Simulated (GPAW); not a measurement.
# KCl (Sylvite) (Fm-3m) in GPAW: settings compared

One crystal, KCl (Sylvite), is run at these levels: PBEsol, PBE, LDA; tasks: relaxation of cell and atoms, single point.

All numbers are computed with GPAW 26.7.0; they aren't measurements. Logs are shortened: lines on timing, memory, paths and dates and some standing lists are left out, and cuts for length are marked. The log counts tension as positive stress, the text compression.

**Experimental background.**

From a printed reference work, monograph, for a bulk crystal of KCl: band gap 8.68 eV.

How close the calculation comes is told below.

## Step 1: The structure

It takes space group Fm-3m (No. 225, cubic). The conventional cell has a = 6.293 Å, b = 6.293 Å, c = 6.293 Å, α = 90.00°, β = 90.00°, γ = 90.00°. K (site symmetry m-3m) is surrounded by 6 Cl at 3.15 Å. Around Cl (site symmetry m-3m) lie 6 K at 3.15 Å.

## Step 2: Relaxation of cell and atoms, PBEsol, target pressure 20 GPa, at which the enthalpy is minimised

run.py

```python
from ase import Atoms
from ase.filters import FrechetCellFilter
from ase.io import write
from ase.optimize import BFGS
from ase.units import GPa
from gpaw import GPAW, PW, setup_paths

setup_paths.insert(0, '.')

atoms = Atoms(['K', 'Cl'],
              cell=[[0.0, 3.14647, 3.14647],
                    [3.14647, 0.0, 3.14647],
                    [3.14647, 3.14647, 0.0]],
              scaled_positions=[[0.0, 0.0, 0.0],
                                [0.5, 0.5, 0.5]],
              pbc=True)

calc = GPAW(mode=PW(600),
            xc='PBEsol',
            kpts={'size': (7, 7, 7), 'gamma': True},
            occupations={'name': 'fermi-dirac', 'width': 0.05},
            nbands=16,
            convergence={'density': 1e-05, 'forces': 0.0001},
            maxiter=150,
            txt='gpaw.txt')
atoms.calc = calc
opt = BFGS(FrechetCellFilter(atoms, scalar_pressure=20 * GPa), trajectory='relax.traj', logfile='-')
done = opt.run(fmax=0.02, steps=60)
calc.write('gs.gpw')
write('result.traj', atoms)
print('Converged:', done)
print('Cell:', atoms.cell.cellpar().round(4))
print('Volume:', round(atoms.get_volume(), 4))
print(atoms.get_scaled_positions().round(5))
```

Potentials or basis: PAW data sets generated in the run's folder for this functional, pw.

Launch:

```
> gpaw-setup -f PBEsol Cl K
> OMP_NUM_THREADS=1 python run.py
```

gpaw.txt:

```text
__  _  _
 | _ |_)|_||  |
 |__||  | ||/\| - 26.7.0

Input parameters:
  mode=PW(ecut=600.0),
  convergence={'density': 1e-05, 'forces': 0.0001},
  kpts=MonkhorstPack(size=(7, 7, 7), gamma=True),
  maxiter=150,
  nbands=16,
  occupations=Occupations(name='fermi-dirac', width=0.05),
  xc=XC(name='PBEsol')

Diagonalizing LCAO Hamiltonian
Converting LCAO to pw mode

                 Cl

       K

Atoms  # Å, Bohr magnetons
|   | symbol |        x |        y |        z |    initial magnetic moments |
|---|--------|----------|----------|----------|-----------------------------|
| 0 |      K | 0.000000 | 0.000000 | 0.000000 | ( 0.0000,  0.0000,  0.0000) |
| 1 |     Cl | 3.146470 | 3.146470 | 3.146470 | ( 0.0000,  0.0000,  0.0000) |

Unit cell  # Å
| periodic |        x |        y |        z |  lengths |    angles |
|----------|----------|----------|----------|----------|-----------|
|      yes | 0.000000 | 3.146470 | 3.146470 | 4.449781 | 60.000000 |
|      yes | 3.146470 | 0.000000 | 3.146470 | 4.449781 | 60.000000 |
|      yes | 3.146470 | 3.146470 | 0.000000 | 4.449781 | 60.000000 |

Number of symmetries: 48
Symmetry operations  # r_c * U_cc + t_c -> r_c
|    | kind |            matrix            |
|----|------|------------------------------|
|  0 |  σ   |  1, 0, 0,  1, 0,-1,  1,-1, 0 |
|  1 |  C2  |  1, 0, 0,  1,-1, 0,  1, 0,-1 |
|  2 |  E   |  1, 0, 0,  0, 1, 0,  0, 0, 1 |
|  3 |  σ   |  1, 0, 0,  0, 0, 1,  0, 1, 0 |
|  4 |  C4  |  1, 0,-1,  1, 0, 0,  1,-1, 0 |
|  5 |  S6  |  1, 0,-1,  1,-1, 0,  1, 0, 0 |
|  6 |  σ   |  1, 0,-1,  0, 1,-1,  0, 0,-1 |
|  7 |  C3  |  1, 0,-1,  0, 0,-1,  0, 1,-1 |
|  8 |  S6  |  1,-1, 0,  1, 0, 0,  1, 0,-1 |
|  9 |  C4  |  1,-1, 0,  1, 0,-1,  1, 0, 0 |
| 10 |  C3  |  1,-1, 0,  0,-1, 1,  0,-1, 0 |
| 11 |  σ   |  1,-1, 0,  0,-1, 0,  0,-1, 1 |
| 12 |  σ   |  0, 1, 0,  1, 0, 0,  0, 0, 1 |
| 13 |  C4  |  0, 1, 0,  0, 1,-1, -1, 1, 0 |
| 14 |  C3  |  0, 1, 0,  0, 0, 1,  1, 0, 0 |
| 15 |  S6  |  0, 1, 0, -1, 1, 0,  0, 1,-1 |
| 16 |  C2  |  0, 1,-1,  1, 0,-1,  0, 0,-1 |
| 17 |  σ   |  0, 1,-1,  0, 1, 0, -1, 1, 0 |
| 18 |  S4  |  0, 1,-1,  0, 0,-1,  1, 0,-1 |
| 19 |  C4  |  0, 1,-1, -1, 1, 0,  0, 1, 0 |
| 20 |  C3  |  0, 0, 1,  1, 0, 0,  0, 1, 0 |
| 21 |  σ   |  0, 0, 1,  0, 1, 0,  1, 0, 0 |
| 22 |  S6  |  0, 0, 1,  0,-1, 1, -1, 0, 1 |
| 23 |  C4  |  0, 0, 1, -1, 0, 1,  0,-1, 1 |
| 24 |  S4  |  0, 0,-1,  1, 0,-1,  0, 1,-1 |
| 25 |  C3  |  0, 0,-1,  0, 1,-1,  1, 0,-1 |
| 26 |  C2  |  0, 0,-1,  0,-1, 0, -1, 0, 0 |
| 27 |  S6  |  0, 0,-1, -1, 0, 0,  0,-1, 0 |
| 28 |  S4  |  0,-1, 1,  1,-1, 0,  0,-1, 0 |
| 29 |  C4  |  0,-1, 1,  0, 0, 1, -1, 0, 1 |
| 30 |  C2  |  0,-1, 1,  0,-1, 0,  1,-1, 0 |
| 31 |  σ   |  0,-1, 1, -1, 0, 1,  0, 0, 1 |
| 32 |  C3  |  0,-1, 0,  1,-1, 0,  0,-1, 1 |
| 33 |  S6  |  0,-1, 0,  0, 0,-1, -1, 0, 0 |
| 34 |  S4  |  0,-1, 0,  0,-1, 1,  1,-1, 0 |
| 35 |  C2  |  0,-1, 0, -1, 0, 0,  0, 0,-1 |
| 36 |  C2  | -1, 1, 0,  0, 1, 0,  0, 1,-1 |
| 37 |  S6  | -1, 1, 0,  0, 1,-1,  0, 1, 0 |
| 38 |  S4  | -1, 1, 0, -1, 0, 1, -1, 0, 0 |
| 39 |  C3  | -1, 1, 0, -1, 0, 0, -1, 0, 1 |
| 40 |  S6  | -1, 0, 1,  0, 0, 1,  0,-1, 1 |
| 41 |  C2  | -1, 0, 1,  0,-1, 1,  0, 0, 1 |
| 42 |  C3  | -1, 0, 1, -1, 1, 0, -1, 0, 0 |
[... 155 lines left out ...]
Energy contributions:
  Kinetic:           2.453135
  Coulomb:          -2.050509
  Zero:             -0.657051
  External:          0.000000
  Xc:               -6.934872
  Entropy:           0.000000
  Spinorbit:         0.000000
  ----------------------------
  Free energy:      -7.189298
  Extrapolated:     -7.189298

dipole moment: (-22.931832, -22.931832, -22.931832)  # |e|*Ang

Fermi level: 1.597
Eigenvalues  # (at kpt = [0.000, 0.000, 0.000])
| band index |      eig [eV] | occ [0-2] |
|------------|---------------|-----------|
|          0 |       -27.415 |     2.000 |
|          1 |       -12.484 |     2.000 |
|          2 |       -10.976 |     2.000 |
|          3 |       -10.976 |     2.000 |
|          4 |       -10.976 |     2.000 |
|          5 |        -0.395 |     2.000 |
[... 8 lines left out ...]
[... 56 lines left out ...]
  Coulomb:          -3.605464
  Zero:             -0.665491
  External:          0.000000
  Xc:               -7.453120
  Entropy:          -0.000000
  Spinorbit:         0.000000
  ----------------------------
  Free energy:      -7.177392
  Extrapolated:     -7.177392

dipole moment: (-22.285604, -22.285604, -22.285604)  # |e|*Ang

Fermi level: 3.348
Eigenvalues  # (at kpt = [0.000, 0.000, 0.000])
| band index |      eig [eV] | occ [0-2] |
|------------|---------------|-----------|
|          0 |       -26.725 |     2.000 |
|          1 |       -12.096 |     2.000 |
|          2 |       -10.288 |     2.000 |
|          3 |       -10.288 |     2.000 |
|          4 |       -10.288 |     2.000 |
|          5 |         0.099 |     2.000 |
[... 8 lines left out ...]
|         14 |        13.114 |     0.000 |
|         15 |        16.589 |     0.000 |

Gap: 5.314 eV
Transition (v -> c):
  (s=0, k=0, n=7, [0.00, 0.00, 0.00]) -> (s=0, k=0, n=8, [0.00, 0.00, 0.00])
No difference between direct/indirect transitions

Stress tensor  # eV/Ang^3
|         x |         y |         z |
|-----------|-----------|-----------|
| -0.007795 |  0.000000 | -0.000000 |
|  0.000000 | -0.007795 | -0.000000 |
| -0.000000 | -0.000000 | -0.007795 |

Forces  # eV/Ang
|        x |       y |       z |
|----------|---------|---------|
| -0.00000 | 0.00000 | 0.00000 |  # K    0
|  0.00000 | 0.00000 | 0.00000 |  # Cl   1

Interpolating wave functions to new cell

                Cl

       K

Atoms  # Å, Bohr magnetons
|   | symbol |        x |        y |         z |    initial magnetic moments |
|---|--------|----------|----------|-----------|-----------------------------|
| 0 |      K | 0.000000 | 0.000000 | -0.000000 | ( 0.0000,  0.0000,  0.0000) |
| 1 |     Cl | 2.767199 | 2.767199 |  2.767199 | ( 0.0000,  0.0000,  0.0000) |

Unit cell  # Å
| periodic |        x |        y |        z |  lengths |    angles |
|----------|----------|----------|----------|----------|-----------|
|      yes | 0.000000 | 2.767199 | 2.767199 | 3.913411 | 60.000000 |
|      yes | 2.767199 | 0.000000 | 2.767199 | 3.913411 | 60.000000 |
|      yes | 2.767199 | 2.767199 | 0.000000 | 3.913411 | 60.000000 |

Number of symmetries: 48
Symmetry operations  # r_c * U_cc + t_c -> r_c
|    | kind |            matrix            |
|----|------|------------------------------|
|  0 |  σ   |  1, 0, 0,  1, 0,-1,  1,-1, 0 |
|  1 |  C2  |  1, 0, 0,  1,-1, 0,  1, 0,-1 |
|  2 |  E   |  1, 0, 0,  0, 1, 0,  0, 0, 1 |
|  3 |  σ   |  1, 0, 0,  0, 0, 1,  0, 1, 0 |
|  4 |  C4  |  1, 0,-1,  1, 0, 0,  1,-1, 0 |
|  5 |  S6  |  1, 0,-1,  1,-1, 0,  1, 0, 0 |
|  6 |  σ   |  1, 0,-1,  0, 1,-1,  0, 0,-1 |
|  7 |  C3  |  1, 0,-1,  0, 0,-1,  0, 1,-1 |
|  8 |  S6  |  1,-1, 0,  1, 0, 0,  1, 0,-1 |
|  9 |  C4  |  1,-1, 0,  1, 0,-1,  1, 0, 0 |
| 10 |  C3  |  1,-1, 0,  0,-1, 1,  0,-1, 0 |
| 11 |  σ   |  1,-1, 0,  0,-1, 0,  0,-1, 1 |
| 12 |  σ   |  0, 1, 0,  1, 0, 0,  0, 0, 1 |
| 13 |  C4  |  0, 1, 0,  0, 1,-1, -1, 1, 0 |
| 14 |  C3  |  0, 1, 0,  0, 0, 1,  1, 0, 0 |
| 15 |  S6  |  0, 1, 0, -1, 1, 0,  0, 1,-1 |
| 16 |  C2  |  0, 1,-1,  1, 0,-1,  0, 0,-1 |
| 17 |  σ   |  0, 1,-1,  0, 1, 0, -1, 1, 0 |
| 18 |  S4  |  0, 1,-1,  0, 0,-1,  1, 0,-1 |
| 19 |  C4  |  0, 1,-1, -1, 1, 0,  0, 1, 0 |
| 20 |  C3  |  0, 0, 1,  1, 0, 0,  0, 1, 0 |
| 21 |  σ   |  0, 0, 1,  0, 1, 0,  1, 0, 0 |
| 22 |  S6  |  0, 0, 1,  0,-1, 1, -1, 0, 1 |
| 23 |  C4  |  0, 0, 1, -1, 0, 1,  0,-1, 1 |
| 24 |  S4  |  0, 0,-1,  1, 0,-1,  0, 1,-1 |
| 25 |  C3  |  0, 0,-1,  0, 1,-1,  1, 0,-1 |
| 26 |  C2  |  0, 0,-1,  0,-1, 0, -1, 0, 0 |
| 27 |  S6  |  0, 0,-1, -1, 0, 0,  0,-1, 0 |
| 28 |  S4  |  0,-1, 1,  1,-1, 0,  0,-1, 0 |
| 29 |  C4  |  0,-1, 1,  0, 0, 1, -1, 0, 1 |
| 30 |  C2  |  0,-1, 1,  0,-1, 0,  1,-1, 0 |
[... 733 lines left out ...]
Fermi level: 5.459
Eigenvalues  # (at kpt = [0.000, 0.000, 0.000])
| band index |      eig [eV] | occ [0-2] |
|------------|---------------|-----------|
|          0 |       -23.596 |     2.000 |
|          1 |       -10.026 |     2.000 |
|          2 |        -7.123 |     2.000 |
|          3 |        -7.123 |     2.000 |
|          4 |        -7.123 |     2.000 |
|          5 |         2.762 |     2.000 |
[... 8 lines left out ...]
|         14 |        16.655 |     0.000 |
|         15 |        21.495 |     0.000 |

Gap: 5.534 eV
Transition (v -> c):
  (s=0, k=0, n=7, [0.00, 0.00, 0.00]) -> (s=0, k=16, n=8, [0.43, 0.43, 0.00])
Direct/indirect transitions are different
Direct gap: 5.775 eV
Transition at: (s=0, k=16, n=7, [0.43, 0.43, 0.00])

Stress tensor  # eV/Ang^3
|         x |         y |         z |
|-----------|-----------|-----------|
| -0.124596 |  0.000000 | -0.000000 |
|  0.000000 | -0.124596 | -0.000000 |
| -0.000000 | -0.000000 | -0.124596 |

Forces  # eV/Ang
|       x |        y |        z |
|---------|----------|----------|
| 0.00000 | -0.00000 | -0.00000 |  # K    0
| 0.00000 | -0.00000 |  0.00000 |  # Cl   1

# Writing to gs.gpw (mode='')
```

Run time: 1.7 min. Hardware: 1 thread of AMD EPYC, shared host; peak memory 0.2 GiB.

Results:

| Property | Result |
| --- | --- |
| Free energy | -6.3447 eV |
| Relaxed volume | 20.37 Å³/atom |
| Relaxed cell | a = 3.862 Å, b = 3.862 Å, c = 3.862 Å, α = 60.00°, β = 60.00°, γ = 60.00° |
| Space group after relaxing (to 0.05 Å) | Fm-3m (No. 225) |
| Energy change on relaxing (the enthalpy is what falls) | +422.3 meV/atom |
| Ionic steps | 5 |
| Pressure after relaxing | 20.0 GPa |
| Band gap on the k mesh | 5.53 eV, indirect (least direct gap 5.78 eV) |

The path:
```csv
step,energy change (eV),largest force (eV/Å),pressure (GPa),volume (Å³)
1,0.0000,0.0000,-0.48,62.30
2,0.0119,0.0000,1.25,57.21
3,0.6591,0.0000,16.32,42.38
4,0.9057,0.0000,21.15,40.27
5,0.8446,0.0000,19.96,40.75
```

Final structure:
```
CELL_PARAMETERS angstrom
0.00000 2.73117 2.73117
2.73117 0.00000 2.73117
2.73117 2.73117 0.00000
ATOMIC_POSITIONS crystal
K 0.00000 0.00000 0.00000
Cl 0.50000 0.50000 0.50000
```

Levels at points of the mesh, in eV from the valence-band top:
```csv
k point,band 4,band 5,band 6,band 7,band 8,band 9,band 10,band 11,band 12
"(0.00, 0.00, 0.00)",-9.88,-9.88,0.00,0.00,0.00,6.82,8.00,8.00,8.00
```

Caveat: later steps reuse the first step's grids; the volume moved by over 15 % at a fixed basis, so the end points are rough; an odd mesh through Γ misses points on the zone boundary, where band edges often lie.

## Step 3: Relaxation of cell and atoms, PBEsol, target pressure 30 GPa, at which the enthalpy is minimised

Edit run.py of step 2 so:

```diff
@@ -26,3 +26,3 @@
 atoms.calc = calc
-opt = BFGS(FrechetCellFilter(atoms, scalar_pressure=20 * GPa), trajectory='relax.traj', logfile='-')
+opt = BFGS(FrechetCellFilter(atoms, scalar_pressure=30 * GPa), trajectory='relax.traj', logfile='-')
 done = opt.run(fmax=0.02, steps=60)
```

Potentials or basis: PAW data sets generated in the run's folder for this functional, pw.

Launch:

```
> gpaw-setup -f PBEsol Cl K
> OMP_NUM_THREADS=1 python run.py
```

Run time: 2 min. Hardware: 1 thread of AMD EPYC, shared host; peak memory 0.21 GiB.

The run converged. Its results:

* Free energy: -5.8258 eV
* Relaxed volume: 18.69 Å³/atom
* Relaxed cell: a = 3.753 Å, b = 3.753 Å, c = 3.753 Å, α = 60.00°, β = 60.00°, γ = 60.00°
* Space group after relaxing (to 0.05 Å): Fm-3m (No. 225)
* Energy change on relaxing (the enthalpy is what falls): +681.8 meV/atom
* Ionic steps: 6
* Pressure after relaxing: 30.0 GPa
* Band gap on the k mesh: 5.19 eV, indirect (least direct gap 5.40 eV)

Step by step:
```tsv
step	energy change (eV)	largest force (eV/Å)	pressure (GPa)	volume (Å³)
1	0.0000	0.0000	-0.48	62.30
2	0.0392	0.0000	2.38	54.87
3	0.8566	0.0000	20.20	40.65
4	1.5346	0.0000	33.30	36.52
5	1.3533	0.0000	29.80	37.44
6	1.3635	0.0000	30.00	37.39
```

Final structure:
```yaml
crystal:
  lattice:
    - [0.00000, 2.65398, 2.65398]
    - [2.65398, 0.00000, 2.65398]
    - [2.65398, 2.65398, 0.00000]
  atoms:
    - { symbol: K, position: [0.00000, 0.00000, 0.00000] }
    - { symbol: Cl, position: [0.50000, 0.50000, 0.50000] }
```

Levels at points of the mesh, in eV from the valence-band top:
| k point | band 5 | band 6 | band 7 | band 8 | band 9 | band 10 | band 11 | band 12 |
| --- | --- | --- | --- | --- | --- | --- | --- | --- |
| (0.00, 0.00, 0.00) | -9.85 | 0.00 | 0.00 | 0.00 | 7.32 | 7.81 | 7.81 | 7.81 |

Caveat: later steps reuse the first step's grids; the volume moved by over 15 % at a fixed basis, so the end points are rough; an odd mesh through Γ misses points on the zone boundary, where band edges often lie.

## Step 4: Single point, PBE

run.py

```python
from ase import Atoms
from ase.dft.bandgap import bandgap
from ase.io import write
from ase.units import GPa
from gpaw import GPAW, PW

atoms = Atoms(['K', 'Cl'],
              cell=[[0.0, 3.14647, 3.14647],
                    [3.14647, 0.0, 3.14647],
                    [3.14647, 3.14647, 0.0]],
              scaled_positions=[[0.0, 0.0, 0.0],
                                [0.5, 0.5, 0.5]],
              pbc=True)

calc = GPAW(mode=PW(450),
            xc='PBE',
            kpts={'size': (6, 6, 6), 'gamma': True},
            occupations={'name': 'fermi-dirac', 'width': 0.05},
            nbands=16,
            maxiter=120,
            txt='gpaw.txt')
atoms.calc = calc
energy = atoms.get_potential_energy()
forces = atoms.get_forces()
stress = atoms.get_stress()
calc.write('gs.gpw')
write('result.traj', atoms)
print(f'Energy: {energy:.6f} eV')
print('Forces (eV/A):')
print(forces.round(4))
print('Stress (GPa):', (stress / GPa).round(3))
print('Fermi level:', round(calc.get_fermi_level(), 4), 'eV')
print(f'Gap: {bandgap(calc)[0]:.4f} eV, direct: {bandgap(calc, direct=True)[0]:.4f} eV')
```

Potentials or basis: GPAW PAW data sets (gpaw-data 1.2.1), pw.

Launch:

```
> OMP_NUM_THREADS=1 python run.py
```

It took 8.3 s on 1 thread of Arm Neoverse V1, shared host; peak memory 0.14 GiB.

Results (log left out):

```
Free energy            : -6.9355 eV
Pressure               : 0.3 GPa
Band gap on the k mesh : 5.19 eV, direct
```

Levels at points of the mesh, in eV from the valence-band top:
```tsv
k point	band 4	band 5	band 6	band 7	band 8	band 9	band 10	band 11	band 12
(0.00, 0.00, 0.00)	-10.66	-10.66	0.00	0.00	0.00	5.19	8.36	8.36	8.36
(0.50, 0.50, 0.00)	-10.72	-10.72	-0.66	-0.22	-0.22	6.53	8.34	10.06	10.16
(0.50, 0.50, 0.50)	-10.67	-10.42	-1.05	-0.32	-0.32	7.58	8.60	10.47	10.48
```

Caveat: the cutoff is short for stress and forces, so pressures can be off by a GPa or more.

## Step 5: Single point, LDA

Edit run.py of step 4 so:

```diff
@@ -15,3 +15,3 @@
 calc = GPAW(mode=PW(450),
-            xc='PBE',
+            xc='LDA',
             kpts={'size': (6, 6, 6), 'gamma': True},
```

Potentials or basis: the program's PAW data sets (release 1.2.1) made for this functional, pw.

Launch:

```
> OMP_NUM_THREADS=1 python run.py
```

It took 8.2 s on 1 thread of Arm Neoverse V1, shared host; peak memory 0.14 GiB.

Results (log left out):

| Quantity | Value |
| --- | --- |
| Free energy | -7.5415 eV |
| Pressure | -2.4 GPa |
| Band gap on the k mesh | 4.75 eV, direct |

Levels at points of the mesh, in eV from the valence-band top:
```
           k point  band 6  band 7  band 8  band 9  band 10  band 11
(0.00, 0.00, 0.00)    0.00    0.00    0.00    4.75     8.07     8.07
(0.50, 0.50, 0.00)   -0.70   -0.24   -0.24    6.17     7.96     9.64
(0.50, 0.50, 0.50)   -1.13   -0.34   -0.34    7.17     8.25    10.23
```

Caveat: the cutoff is short for stress and forces, so pressures can be off by a GPa or more.

## Step 6: Overview

| task | level | potentials or basis | cell | k mesh | cutoff (eV) | maxiter | optimizer | fmax | max steps | target pressure | gap on the mesh (eV) | pressure (GPa) |
| --- | --- | --- | --- | --- | --- | --- | --- | --- | --- | --- | --- | --- |
| relaxation of cell and atoms | PBEsol | PAW data sets generated in the run's folder for this functional, pw | relaxed to 20 GPa | 7 × 7 × 7 | 600 | 150 | BFGS | 0.02 eV/Å | 60 | 20 GPa | 5.53 | 20.0 |
| relaxation of cell and atoms | PBEsol | PAW data sets generated in the run's folder for this functional, pw | relaxed to 30 GPa | 7 × 7 × 7 | 600 | 150 | BFGS | 0.02 eV/Å | 60 | 30 GPa | 5.19 | 30.0 |
| single point | PBE | GPAW PAW data sets (gpaw-data 1.2.1), pw | as given | 6 × 6 × 6 | 450 | 120 | - | - | - | - | 5.19 | 0.3 |
| single point | LDA | the program's PAW data sets (release 1.2.1) made for this functional, pw | as given | 6 × 6 × 6 | 450 | 120 | - | - | - | - | 4.75 | -2.4 |

Alike in all rows: no spin polarisation; smearing fermi-dirac 0.05 eV.

Caveats: later steps reuse the first step's grids (some runs); the volume moved by over 15 % at a fixed basis, so the end points are rough (some runs); an odd mesh through Γ misses points on the zone boundary, where band edges often lie (some runs); the cutoff is short for stress and forces, so pressures can be off by a GPa or more (some runs).

Total energies depend on the potentials used, so only differences within one code and one set of settings carry meaning.

## Step 7: Comparison with measurements

Step 4. A measured gap of KCl is 8.68 eV (a printed reference work, monograph); the calculated 5.19 eV misses it by -3.49 eV. The value is that of PBE, without temperature or zero-point motion. Semilocal functionals fall short of measured gaps as a rule.

Step 5. Measured gap of KCl: 8.68 eV (a printed reference work, monograph). This calculation gives 4.75 eV (-3.93 eV). The value is that of LDA, without temperature or zero-point motion. Semilocal functionals fall short of measured gaps as a rule.
